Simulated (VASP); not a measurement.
Set up this calculation in VASP 6.6.1, as the native input.

```yaml
Task: single point
Functional: revPBE
Potentials_or_basis: VASP PAW PBE potentials, release 64 (C)
Cutoff: 520 eV
k_mesh: 5 × 5 × 27
Occupations: fermi-dirac, width 0.1 eV
Spin: no spin polarisation
Dipole_correction: no
Further_INCAR_settings: ALGO = Normal; EDIFF = 1e-06; NBANDS = 13
```

The structure of C lies in POSCAR:

```
C
1.0
    7.9832360386      0.0000000001      0.0000000000
   -3.9916180194      6.9136852138      0.0000000000
    0.0000000000      0.0000000000      1.2877333603
C
3
Direct
    0.0000000000      0.0000000000      0.0000000000
    0.3333333333      0.6666666667      0.5000000000
    0.6666666667      0.3333333333      0.5000000000
```

This isn't the form of C at room conditions, which is graphite.

These files were run (other wordings do the same):

INCAR

```
PREC = Accurate
ENCUT = 520
EDIFF = 1E-6
ISMEAR = -1
SIGMA = 0.1
LREAL = F
LASPH = T
NELM = 100
ALGO = Normal
ISIF = 2
LWAVE = F
LCHARG = F
GGA = RE
NBANDS = 13
```

KPOINTS

```
Automatic mesh
0
Gamma
  5 5 27
```

Potentials or basis: VASP PAW PBE potentials, release 64 (C).

Command:

```bash
$ cat potpaw_PBE.64/C/POTCAR > POTCAR
$ mpirun -np 1 vasp_std > vasp.out
```

Results of the run:

| Item | Value |
| --- | --- |
| Pressure | -0.4 GPa |
| Band gap on the k mesh | none (metal or under the smearing width) |

Caveat: the PAW data sets were made with another functional, which shifts forces and pressure a little.

Wall time 27 s on 1 thread of Intel(R) Xeon(R) Platinum 8559C (Emerald Rapids), on a shared host, peak memory 0.2 GiB.
